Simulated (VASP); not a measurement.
# BaO (Fm-3m) in VASP: band structure with LDA

Aim: the band structure of BaO with LDA.

All numbers are computed with VASP 6.6.1; they aren't measurements. Logs are shortened: lines on timing, memory, paths and dates and some standing lists are left out, and cuts for length are marked.

**1. The structure**

The structure is cubic, space group Fm-3m (No. 225). The conventional cell has a = 5.478 Å, b = 5.478 Å, c = 5.478 Å, α = 90.00°, β = 90.00°, γ = 90.00°. Ba (site symmetry m-3m) has 6 O at 2.74 Å as nearest neighbours. O (site symmetry m-3m) has 6 Ba at 2.74 Å as nearest neighbours.

The cell was built by a generator and needn't be a form met in nature.

**2. Band structure, LDA**

The input, INCAR:

```
SYSTEM = BaO
  ALGO = Normal
  EDIFF = 1E-6
  ENCUT = 520
  GGA = CA
  ISIF = 2
  ISMEAR = 0
  LASPH = .TRUE.
  LCHARG = .FALSE.
  LREAL = .FALSE.
  LWAVE = .FALSE.
  NBANDS = 15
  NELM = 80
  PREC = Accurate
  SIGMA = 0.02
```

The input, KPOINTS:

```
k-points
0
G
  8 8 8
  0 0 0
```

The input, POSCAR:

```
BaO                                     
1.0
    0.0000000000      2.7390574405      2.7390574405
    2.7390574405     -0.0000000000      2.7390574405
    2.7390574405      2.7390574405      0.0000000000
  Ba              O             
     1     1
Direct
     0.0000000000000000    0.0000000000000000    0.0000000000000000
     0.5000000000000000    0.5000000000000000    0.5000000000000000
```

The input, KPOINTS_OPT:

```
path GXWKGLUWLK,UX
20
line-mode
reciprocal
 0.0000000000  0.0000000000  0.0000000000  G
 0.5000000000  0.0000000000  0.5000000000  X

 0.5000000000  0.0000000000  0.5000000000  X
 0.5000000000  0.2500000000  0.7500000000  W

 0.5000000000  0.2500000000  0.7500000000  W
 0.3750000000  0.3750000000  0.7500000000  K

 0.3750000000  0.3750000000  0.7500000000  K
 0.0000000000  0.0000000000  0.0000000000  G

 0.0000000000  0.0000000000  0.0000000000  G
 0.5000000000  0.5000000000  0.5000000000  L

 0.5000000000  0.5000000000  0.5000000000  L
 0.6250000000  0.2500000000  0.6250000000  U

 0.6250000000  0.2500000000  0.6250000000  U
 0.5000000000  0.2500000000  0.7500000000  W

 0.5000000000  0.2500000000  0.7500000000  W
 0.5000000000  0.5000000000  0.5000000000  L

 0.5000000000  0.5000000000  0.5000000000  L
 0.3750000000  0.3750000000  0.7500000000  K

 0.6250000000  0.2500000000  0.6250000000  U
 0.5000000000  0.0000000000  0.5000000000  X
```

Potentials or basis: VASP PAW LDA potentials, release 64 (Ba_sv, O).

Run with:

```console
$ cat potpaw_LDA.64/Ba_sv/POTCAR potpaw_LDA.64/O/POTCAR > POTCAR
$ mpirun -np 1 vasp_std > vasp.out
```

OUTCAR:

```text
SYSTEM = BaO
   EDIFF = 1E-6
   ENCUT = 520
   GGA = CA
   ISIF = 2
   ISMEAR = 0
   LASPH = .TRUE.
   LREAL = .FALSE.
   NELM = 80
   PREC = Accurate

 ion  position               nearest neighbor table
   1  0.000  0.000  0.000-   2 2.74   2 2.74   2 2.74   2 2.74   2 2.74   2 2.74
   2  0.500  0.500  0.500-   1 2.74   1 2.74   1 2.74   1 2.74   1 2.74   1 2.74

  LATTYP: Found a face centered cubic cell.
 ALAT       =     5.4781148810

  Lattice vectors:

 A1 = (   0.0000000000,   2.7390574405,   2.7390574405)
 A2 = (   2.7390574405,   0.0000000000,   2.7390574405)
 A3 = (   2.7390574405,   2.7390574405,   0.0000000000)

Analysis of symmetry for initial positions (statically):
=====================================================================
 Subroutine PRICEL returns:
 Original cell was already a primitive cell.

 Routine SETGRP: Setting up the symmetry group for a
 face centered cubic supercell.

 Subroutine GETGRP returns: Found 48 space group operations
 (whereof 48 operations were pure point group operations)
 out of a pool of 48 trial point group operations.

The static configuration has the point symmetry O_h .

Analysis of symmetry for dynamics (positions and initial velocities):
=====================================================================
 Subroutine PRICEL returns:
 Original cell was already a primitive cell.

 Routine SETGRP: Setting up the symmetry group for a
 face centered cubic supercell.

 Subroutine GETGRP returns: Found 48 space group operations
 (whereof 48 operations were pure point group operations)
 out of a pool of 48 trial point group operations.

The dynamic configuration has the point symmetry O_h .

 Subroutine INISYM returns: Found 48 space group operations
 (whereof 48 operations are pure point group operations),
 and found     1 'primitive' translations

----------------------------------------------------------------------------------------

                                     Primitive cell

  volume of cell :      41.0992

  direct lattice vectors                    reciprocal lattice vectors
     0.000000000  2.739057440  2.739057440    -0.182544547  0.182544547  0.182544547
     2.739057440  0.000000000  2.739057440     0.182544547 -0.182544547  0.182544547
     2.739057440  2.739057440  0.000000000     0.182544547  0.182544547 -0.182544547

  length of vectors
     3.873612180  3.873612180  3.873612180     0.316176430  0.316176430  0.316176430

  position of ions in fractional coordinates (direct lattice)
     0.000000000  0.000000000  0.000000000
     0.500000000  0.500000000  0.500000000

  ion indices of the primitive-cell ions
   primitive index   ion index
                 1           1
                 2           2

----------------------------------------------------------------------------------------

 KPOINTS: k-points

Automatic generation of k-mesh.
 Grid dimensions read from file:
 generate k-points for:    8    8    8

 Generating k-lattice:

  Cartesian coordinates                     Fractional coordinates (reciprocal lattice)
    -0.022818068  0.022818068  0.022818068     0.125000000  0.000000000  0.000000000
     0.022818068 -0.022818068  0.022818068     0.000000000  0.125000000  0.000000000
     0.022818068  0.022818068 -0.022818068     0.000000000  0.000000000  0.125000000

  Length of vectors
     0.039522054  0.039522054  0.039522054

  Shift w.r.t. Gamma in fractional coordinates (k-lattice)
     0.000000000  0.000000000  0.000000000

 Subroutine IBZKPT returns following result:
 ===========================================

 Found     29 irreducible k-points:

 Following reciprocal coordinates:
            Coordinates               Weight
  0.000000  0.000000  0.000000      1.000000
  0.125000  0.000000  0.000000      8.000000
  0.250000  0.000000  0.000000      8.000000
  0.375000  0.000000  0.000000      8.000000
  0.500000  0.000000  0.000000      4.000000
  0.125000  0.125000  0.000000      6.000000
[... 16 lines left out ...]
  0.500000  0.250000  0.125000     48.000000
 -0.375000  0.250000  0.125000     24.000000
 [... further k-points ...]
   k-points           NKPTS =     29   k-points in BZ     NKDIM =     29   number of bands    NBANDS=     15
   number of dos      NEDOS =    301   number of ions     NIONS =      2
   total plane-waves  NPLWV =  27000
   dimension x,y,z NGX =    30 NGY =   30 NGZ =   30
   dimension x,y,z NGXF=    60 NGYF=   60 NGZF=   60
   ions per type =               1   1
   NGX,Y,Z   is equivalent  to a cutoff of  12.88, 12.88, 12.88 a.u.
   NGXF,Y,Z  is equivalent  to a cutoff of  25.75, 25.75, 25.75 a.u.
 SYSTEM =  BaO
   PREC   = accura    normal or accurate (medium, high low for compatibility)
   ISTART =      0    job   : 0-new  1-cont  2-samecut
   ICHARG =      2    charge: 1-file 2-atom 10-const
   ISPIN  =      1    spin polarized calculation?
   LNONCOLLINEAR =      F non collinear calculations
   LSORBIT =      F    spin-orbit coupling
   LASPH  =      T    aspherical Exc in radial PAW
   ENCUT  =  520.0 eV  38.22 Ry    6.18 a.u.   7.20  7.20  7.20*2*pi/ulx,y,z
   NELM   =     80;   NELMIN=  2; NELMDL= -5     # of ELM steps
   EDIFF  = 0.1E-05   stopping-criterion for ELM
   LREAL  =      F    real-space projection
   EDIFFG = 0.1E-04   stopping-criterion for IOM
   NSW    =      0    number of steps for IOM
   IBRION =     -1    ionic relax: 0-MD 1-quasi-New 2-CG
   NFREE  =      0    steps in history (QN), initial steepest desc. (CG)
   ISIF   =      2    stress and relaxation
   ISYM   =      2    0-nonsym 1-usesym 2-fastsym
   POTIM  = 0.5000    time-step for ionic-motion
   TEBEG  =    0.0;   TEEND  =   0.0 temperature during run
   PSTRESS=    0.0 pullay stress
   NELECT =      16.0000    total number of electrons
   NUPDOWN=      -1.0000    fix difference up-down
   EMIN   =  10.00;   EMAX   =-10.00  energy-range for DOS
   EFERMI =   0.00;   METHOD = LEGACY
   ISMEAR =     0;   SIGMA  =   0.02  broadening in eV -4-tet -1-fermi 0-gaus
   EFERMI_NEDOS =   21; number of points for ismear=-14 and -15
   IALGO  =     38    algorithm
   IMIX   =      4    mixing-type and parameters
     AMIX     =   0.40;   BMIX     =  1.00
     AMIX_MAG =   1.60;   BMIX_MAG =  1.00
  volume/ion in A,a.u.               =      20.55       138.68
  Fermi-wavevector in a.u.,A,eV,Ry     =   1.195374  2.258929 19.441613  1.428918
  Thomas-Fermi vector in A             =   2.331341
   LORBIT       =      0    0 simple, 1 ext, 2 COOP (PROOUT), +10 PAW based schemes
   GGA     = CA    functional components
   LHFCALC =     F    Hartree Fock is set to
   AEXX    =    0.0000 exact exchange contribution
   IVDW    =     0    specifies the selected vdW correction
   LEPSILON=     F    determine dielectric tensor
   LRPA    =     F    only Hartree local field effects (RPA)
 non-spin polarized calculation
 Gauss-broadening in eV      SIGMA  =   0.02
  energy-cutoff  :      520.00
  volume of cell :       41.10
 maximum number of plane-waves:      1124
 NGX is ok and might be reduce to    30
   NGX = 15   NGY = 15   NGZ = 15

 number of electron      15.9999995 magnetization

 Free energy of the ion-electron system (eV)
  ---------------------------------------------------
  ext. energy  EPLUGINS =         0.00000000
  ---------------------------------------------------
  free energy    TOTEN  =       -13.11067737 eV

  energy without entropy =      -13.11067737  energy(sigma->0) =      -13.11067737

 E-fermi :   1.9747     XC(G=0): -10.2204

 val. band max:        1.7797653863   @ k =   0.5000   0.5000   0.0000
 cond. band min:       3.4777795293   @ k =   0.5000   0.5000   0.0000
 fundamental gap:      1.6980141430
 Fermi energy:         1.9746927356

 k-point     1 :       0.0000    0.0000    0.0000
  band No.  band energies     occupation
      1     -23.9865      2.00000
      2     -13.0179      2.00000
      3      -8.4294      2.00000
      4      -8.4294      2.00000
      5      -8.4294      2.00000
      6       1.3238      2.00000
      7       1.3238      2.00000
      8       1.3238      2.00000
      9       5.2399      0.00000
     10       6.3516      0.00000
     11       6.3516      0.00000
     12       6.3516      0.00000
     13       8.7517      0.00000
     14       8.7517      0.00000
     15      11.4682      0.00000

 k-point     2 :       0.1250    0.0000    0.0000
  band No.  band energies     occupation
      1     -23.9439      2.00000
      2     -13.1474      2.00000
      3      -8.4615      2.00000
      4      -8.4495      2.00000
      5      -8.4495      2.00000
      6       0.9627      2.00000
      7       1.1068      2.00000
      8       1.1068      2.00000
      9       5.8942      0.00000
     10       6.2251      0.00000
     11       6.6572      0.00000
     12       6.6572      0.00000
     13       9.1782      0.00000
     14       9.1782      0.00000
     15      12.4893      0.00000

 k-point     3 :       0.2500    0.0000    0.0000
  band No.  band energies     occupation
      1     -23.8380      2.00000
      2     -13.4586      2.00000
      3      -8.5331      2.00000
      4      -8.4968      2.00000
      5      -8.4968      2.00000
      6       0.2929      2.00000
      7       0.6471      2.00000
      8       0.6471      2.00000
      9       6.1104      0.00000
     10       7.4872      0.00000
     11       7.4872      0.00000
     12       7.5446      0.00000
     13      10.2297      0.00000
     14      10.2297      0.00000
     15      14.7007      0.00000

 k-point     4 :       0.3750    0.0000    0.0000
  band No.  band energies     occupation
      1     -23.7276      2.00000
      2     -13.7696      2.00000
      3      -8.5972      2.00000
      4      -8.5423      2.00000
      5      -8.5423      2.00000
      6      -0.2427      2.00000
      7       0.2517      2.00000
      8       0.2517      2.00000
      9       6.4130      0.00000
     10       8.5020      0.00000
     11       8.5020      0.00000
     12       9.1829      0.00000
     13      11.5543      0.00000
     14      11.5543      0.00000
     15      15.7854      0.00000
[... 307 lines left out ...]
 k-point    22 :       0.3750    0.2500    0.1250
  band No.  band energies     occupation
      1     -23.7615      2.00000
      2     -13.5053      2.00000
      3      -8.9179      2.00000
      4      -8.6838      2.00000
      5      -8.5833      2.00000
      6       0.1637      2.00000
      7       0.6296      2.00000
      8       1.2953      2.00000
      9       5.2166      0.00000
     10       7.4542      0.00000
     11       8.4136      0.00000
     12       8.8124      0.00000
     13      10.5153      0.00000
     14      11.2320      0.00000
     15      16.2198      0.00000

 k-point    23 :       0.5000    0.2500    0.1250
  band No.  band energies     occupation
      1     -23.6742      2.00000
      2     -13.6448      2.00000
      3      -9.1249      2.00000
      4      -8.9570      2.00000
      5      -8.5465      2.00000
      6       0.1681      2.00000
      7       0.4480      2.00000
      8       1.1325      2.00000
      9       5.7562      0.00000
     10       7.7327      0.00000
     11       9.2319      0.00000
     12       9.3630      0.00000
     13      11.4757      0.00000
     14      12.9397      0.00000
     15      14.5987      0.00000

 k-point    24 :      -0.3750    0.2500    0.1250
  band No.  band energies     occupation
      1     -23.6372      2.00000
      2     -13.7039      2.00000
      3      -9.1484      2.00000
      4      -9.1252      2.00000
      5      -8.5330      2.00000
      6       0.0501      2.00000
      7       0.7356      2.00000
      8       0.8010      2.00000
      9       6.5284      0.00000
     10       7.1497      0.00000
     11       9.7304      0.00000
     12       9.7842      0.00000
     13      12.0838      0.00000
     14      13.6621      0.00000
     15      13.9878      0.00000

 [... further k-points ...]

------------------------ aborting loop because EDIFF is reached ----------------------------------------

  FORCE on cell =-STRESS in cart. coord.  units (eV):
  Direction    XX          YY          ZZ          XY          YZ          ZX
  --------------------------------------------------------------------------------------
  -------------------------------------------------------------------------------------
  Total        0.0257328      0.0257328      0.0257328     -0.0000000     -0.0000000      0.0000000
  in kB        1.0031453      1.0031453      1.0031453     -0.0000000     -0.0000000      0.0000000
  external PRESSURE =       1.0031453 kB  Pullay stress =       0.0000000 kB

 VOLUME and BASIS-vectors are now :
 -----------------------------------------------------------------------------
  energy-cutoff  :      520.00
  volume of cell :       41.10
      direct lattice vectors                 reciprocal lattice vectors
     0.000000000  2.739057440  2.739057440    -0.182544547  0.182544547  0.182544547
     2.739057440  0.000000000  2.739057440     0.182544547 -0.182544547  0.182544547
     2.739057440  2.739057440  0.000000000     0.182544547  0.182544547 -0.182544547

 POSITION                                       TOTAL-FORCE (eV/Angst)
 -----------------------------------------------------------------------------------
      0.00000      0.00000      0.00000         0.000000      0.000000     -0.000000
      2.73906      2.73906      2.73906        -0.000000     -0.000000      0.000000
 -----------------------------------------------------------------------------------
    total drift:                                0.000000      0.000000      0.000000

  FREE ENERGIE OF THE ION-ELECTRON SYSTEM (eV)
  ---------------------------------------------------
  free  energy   TOTEN  =       -13.1106773729 eV

  energy  without entropy=      -13.1106773729  energy(sigma->0) =      -13.11067737
```

Run time: 38 s. Hardware: 1 thread of Intel Xeon 6975P-C (Granite Rapids), shared host; peak memory 0.16 GiB.

What came out:

| Property | Result |
| --- | --- |
| Free energy | -13.1107 eV |
| Pressure | 0.1 GPa |
| Band gap on the k mesh | 1.70 eV, direct |
| Band gap along the path | 1.70 eV, direct |

Levels at the corners of the path, in eV from the valence-band top:
| point | band 5 | band 6 | band 7 | band 8 | band 9 | band 10 | band 11 | band 12 |
| --- | --- | --- | --- | --- | --- | --- | --- | --- |
| Γ | -10.21 | -0.46 | -0.46 | -0.46 | 3.46 | 4.57 | 4.57 | 4.57 |
| X | -10.88 | -0.22 | -0.22 | 0.00 | 1.70 | 6.07 | 9.06 | 9.35 |
| X | -10.88 | -0.22 | -0.22 | 0.00 | 1.70 | 6.07 | 9.06 | 9.35 |
| W | -10.26 | -1.51 | -0.24 | -0.24 | 4.47 | 4.47 | 6.98 | 9.98 |
| W | -10.26 | -1.51 | -0.24 | -0.24 | 4.47 | 4.47 | 6.98 | 9.98 |
| K | -10.70 | -1.06 | -0.86 | -0.17 | 3.23 | 6.52 | 7.14 | 8.75 |
| K | -10.70 | -1.06 | -0.86 | -0.17 | 3.23 | 6.52 | 7.14 | 8.75 |
| Γ | -10.21 | -0.46 | -0.46 | -0.46 | 3.46 | 4.57 | 4.57 | 4.57 |
| Γ | -10.21 | -0.46 | -0.46 | -0.46 | 3.46 | 4.57 | 4.57 | 4.57 |
| L | -10.34 | -2.22 | -1.68 | -1.68 | 4.85 | 7.22 | 7.22 | 8.13 |
| L | -10.34 | -2.22 | -1.68 | -1.68 | 4.85 | 7.22 | 7.22 | 8.13 |
| U | -10.70 | -1.06 | -0.86 | -0.17 | 3.23 | 6.52 | 7.14 | 8.75 |
| U | -10.70 | -1.06 | -0.86 | -0.17 | 3.23 | 6.52 | 7.14 | 8.75 |
| W | -10.26 | -1.51 | -0.24 | -0.24 | 4.47 | 4.47 | 6.98 | 9.98 |
| W | -10.26 | -1.51 | -0.24 | -0.24 | 4.47 | 4.47 | 6.98 | 9.98 |
| L | -10.34 | -2.22 | -1.68 | -1.68 | 4.85 | 7.22 | 7.22 | 8.13 |
| L | -10.34 | -2.22 | -1.68 | -1.68 | 4.85 | 7.22 | 7.22 | 8.13 |
| K | -10.70 | -1.06 | -0.86 | -0.17 | 3.23 | 6.52 | 7.14 | 8.75 |
| U | -10.70 | -1.06 | -0.86 | -0.17 | 3.23 | 6.52 | 7.14 | 8.75 |
| X | -10.88 | -0.22 | -0.22 | 0.00 | 1.70 | 6.07 | 9.06 | 9.35 |

Caveat: spin-orbit coupling is left out, which moves the levels of the heavy elements. A hybrid or GW would open this gap; LDA tends to underestimate it.
